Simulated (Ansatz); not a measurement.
# ZnS: the cost of one run

Computed with Ansatz 0.2.0 (DFT PBEsol, scalar-relativistic, unless a step's input says otherwise).

## Step 1: Starting point

It takes space group F-43m (No. 216, cubic). Conventional cell: a = 5.409 Å, b = 5.409 Å, c = 5.409 Å, α = 90.00°, β = 90.00°, γ = 90.00°. Zn (site symmetry -43m) is surrounded by 4 S at 2.34 Å. Around S (site symmetry -43m) lie 4 Zn at 2.34 Å.

As a file:

```cif
data_structure
_symmetry_space_group_name_H-M 'F-43m'
_symmetry_Int_Tables_number 216
_cell_length_a 5.4093
_cell_length_b 5.4093
_cell_length_c 5.4093
_cell_angle_alpha 90.000
_cell_angle_beta 90.000
_cell_angle_gamma 90.000
_cell_volume 158.28
loop_
_atom_site_label
_atom_site_type_symbol
_atom_site_symmetry_multiplicity
_atom_site_Wyckoff_symbol
_atom_site_fract_x
_atom_site_fract_y
_atom_site_fract_z
_atom_site_occupancy
Zn1 Zn 4 a 0.00000 0.00000 0.00000 1
S1 S 4 c 0.25000 0.25000 0.25000 1
```

The file gives the conventional cell by its symmetry; the runs use the cell typed in the input.

Atoms are numbered in the order of the input: Zn1, S2.

## Step 2: After the deformation

Space group F-43m before, I-4m2 after.

## Step 3: All-electron LAPW

The input, input.yaml:

```yaml
crystal:
  lattice:
    - [0.0, 2.7316965, 2.70465]
    - [2.7316965, 0.0, 2.70465]
    - [2.7316965, 2.7316965, 0.0]
  atoms:
    - { symbol: Zn, position: [0.0, 0.0, 0.0] }
    - { symbol: S, position: [0.75, 0.75, 0.75] }
kpoints:
  mp_grid: { grid: [8, 8, 8] }
  band_path:
    path:
      - [0.0, 0.0, 0.0]
      - [0.0, 0.5, 0.5]
      - [0.25, 0.75, 0.5]
      - [0.0, 0.5, 0.0]
      - [0.0, 0.0, 0.0]
      - [0.5, 0.5, 0.0]
      - [0.3775125, 0.6224875, 0.0]
      - [-0.3775125, 0.3775125, 0.0]
      - [0.0, 0.0, 0.0]
    npoints: 5
scf:
  occupations: { method: fermi_dirac, width: 0.01 }
hamiltonian:
  xc: pbesol
  pseudopotentials: { kind: all_electron, lapw: { basis_error: 0.00025 } }
output:
  forces: true
  stress: true
  eigenvalues: true
```

Run with:

```console
> ansatz run input.yaml --threads 1 --pin off --max-ram 3072MiB --backend cpu --events-out ev --progress --plain --runs-dir out
```

What time and memory should one allow on 1 thread of Arm Neoverse V2, shared host?

About 25 s, with a peak of 0.36 GiB.
